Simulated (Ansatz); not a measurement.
Rocksalt CaO, relaxed with r2SCAN in Ansatz. Space group Fm-3m (No. 225), cubic; conventional cell a = 4.795 Å, 13.78 Å³ an atom. Ca has 6 O at 2.40 Å; O has 6 Ca at 2.40 Å.

The axes x, y and z are those of this cell:
```xyz
2
Lattice="0.0000 2.3976 2.3976 2.3976 0.0000 2.3976 2.3976 2.3976 0.0000" Properties=species:S:1:pos:R:3 pbc="T T T"
Ca    0.0000    0.0000    0.0000
O     2.3976    2.3976    2.3976
```

Unstrained: With PBE the valence top lies at Γ and the conduction bottom at X, 3.653 eV higher; the smallest vertical gap, at X, is 4.025 eV. The r2SCAN gap is indirect, 4.199 eV (Γ to X), below the direct gap of 4.574 eV at X. With HSE06 the valence top lies at Γ and the conduction bottom at X, 5.312 eV higher; the smallest vertical gap, at X, is 5.733 eV. Meshes: PBE 10×10×10, r2SCAN 10×10×10, HSE06 6×6×6. Strains are changes of length per length. After each strain the atoms were relaxed again with r2SCAN within the symmetry that the strain leaves, so tilts or polar shifts that break it weren't tested; points keep the names that they have in the unstrained zone. Calculated for a static, non-magnetic cell.

**Question.** For epitaxial -3.0 % in the xy plane, how far does the free direction move, and what happens to the gap?

**Answer.** The normal strain at zero normal stress is +1.65 %, 0.55 of the in-plane strain with the sign turned. PBE: the gap goes from 3.653 to 3.555 eV (-0.098 eV); with r2SCAN the top three valence levels at Γ, degenerate before, become 2+1 from the top over 127 meV. r2SCAN: the gap goes from 4.199 to 4.099 eV (-0.100 eV). HSE06: the gap goes from 5.312 to 5.232 eV (-0.080 eV).

**Question.** Apply epitaxial -1.0 % in the xy plane, free normal strain +0.50 %. How far does the gap move, against the unstrained cell?

**Answer.** PBE: the gap goes from 3.653 to 3.621 eV (-0.032 eV); with r2SCAN the top three valence levels at Γ, degenerate before, become 2+1 from the top over 38 meV. r2SCAN: the gap goes from 4.199 to 4.166 eV (-0.033 eV). HSE06: the gap goes from 5.312 to 5.286 eV (-0.026 eV). The r2SCAN energy rises by 2.3 meV an atom.

**Question.** For epitaxial +2.0 % in the xy plane, how far does the free direction move, and what happens to the gap?

**Answer.** The normal strain at zero normal stress is -1.00 %, 0.50 of the in-plane strain with the sign turned. PBE: the gap goes from 3.653 to 3.552 eV (-0.101 eV); the X points, equivalent before, split by 99 meV, and the conduction bottom lies at those like (1/2, 1/2, 0); with r2SCAN the top three valence levels at Γ, degenerate before, become 1+2 from the top over 67 meV. r2SCAN: the gap goes from 4.199 to 4.092 eV (-0.107 eV); the X points, equivalent before, split by 107 meV, and the conduction bottom lies at those like (1/2, 1/2, 0). HSE06: the gap goes from 5.312 to 5.214 eV (-0.098 eV); the X points, equivalent before, split by 111 meV, and the conduction bottom lies at those like (1/2, 1/2, 0).

**Question.** Apply epitaxial +1.0 % in the xy plane, free normal strain -0.50 %. How far does the gap move, against the unstrained cell?

**Answer.** PBE: the gap goes from 3.653 to 3.602 eV (-0.051 eV); the X points, equivalent before, split by 49 meV, and the conduction bottom lies at those like (1/2, 1/2, 0); with r2SCAN the top three valence levels at Γ, degenerate before, become 1+2 from the top over 35 meV. r2SCAN: the gap goes from 4.199 to 4.145 eV (-0.054 eV); the X points, equivalent before, split by 53 meV, and the conduction bottom lies at those like (1/2, 1/2, 0). HSE06: the gap goes from 5.312 to 5.262 eV (-0.050 eV); the X points, equivalent before, split by 55 meV, and the conduction bottom lies at those like (1/2, 1/2, 0). The r2SCAN energy rises by 2.2 meV an atom.

**Question.** For epitaxial -4.0 % in the xy plane, how far does the free direction move, and what happens to the gap?

**Answer.** The normal strain at zero normal stress is +2.24 %, 0.56 of the in-plane strain with the sign turned. PBE: the gap goes from 3.653 to 3.522 eV (-0.131 eV); with r2SCAN the top three valence levels at Γ, degenerate before, become 2+1 from the top over 178 meV. r2SCAN: the gap goes from 4.199 to 4.065 eV (-0.134 eV). HSE06: the gap goes from 5.312 to 5.205 eV (-0.107 eV).

**Question.** For epitaxial +4.0 % in the xy plane, how far does the free direction move, and what happens to the gap?

**Answer.** The normal strain at zero normal stress is -1.89 %, 0.47 of the in-plane strain with the sign turned. PBE: the gap goes from 3.653 to 3.463 eV (-0.190 eV); the X points, equivalent before, split by 198 meV, and the conduction bottom lies at those like (1/2, 1/2, 0); with r2SCAN the top three valence levels at Γ, degenerate before, become 1+2 from the top over 122 meV. r2SCAN: the gap goes from 4.199 to 3.997 eV (-0.202 eV); the X points, equivalent before, split by 213 meV, and the conduction bottom lies at those like (1/2, 1/2, 0). HSE06: the gap goes from 5.312 to 5.126 eV (-0.186 eV); the X points, equivalent before, split by 222 meV, and the conduction bottom lies at those like (1/2, 1/2, 0).

**Question.** Apply epitaxial -2.0 % in the xy plane, free normal strain +1.07 %. How far does the gap move, against the unstrained cell?

**Answer.** PBE: the gap goes from 3.653 to 3.588 eV (-0.065 eV); with r2SCAN the top three valence levels at Γ, degenerate before, become 2+1 from the top over 81 meV. r2SCAN: the gap goes from 4.199 to 4.133 eV (-0.066 eV). HSE06: the gap goes from 5.312 to 5.259 eV (-0.053 eV). The r2SCAN energy rises by 9.7 meV an atom.

**Question.** Apply epitaxial +3.0 % in the xy plane, free normal strain -1.44 %. How far does the gap move, against the unstrained cell?

**Answer.** PBE: the gap goes from 3.653 to 3.507 eV (-0.146 eV); the X points, equivalent before, split by 148 meV, and the conduction bottom lies at those like (1/2, 1/2, 0); with r2SCAN the top three valence levels at Γ, degenerate before, become 1+2 from the top over 96 meV. r2SCAN: the gap goes from 4.199 to 4.044 eV (-0.155 eV); the X points, equivalent before, split by 159 meV, and the conduction bottom lies at those like (1/2, 1/2, 0). HSE06: the gap goes from 5.312 to 5.170 eV (-0.142 eV); the X points, equivalent before, split by 166 meV, and the conduction bottom lies at those like (1/2, 1/2, 0). The r2SCAN energy rises by 17.9 meV an atom.

The meshes of the hybrids are coarse, so their gaps aren't converged to the digits shown.

The splittings at Γ are without spin-orbit coupling, which regroups them where it is of like size.
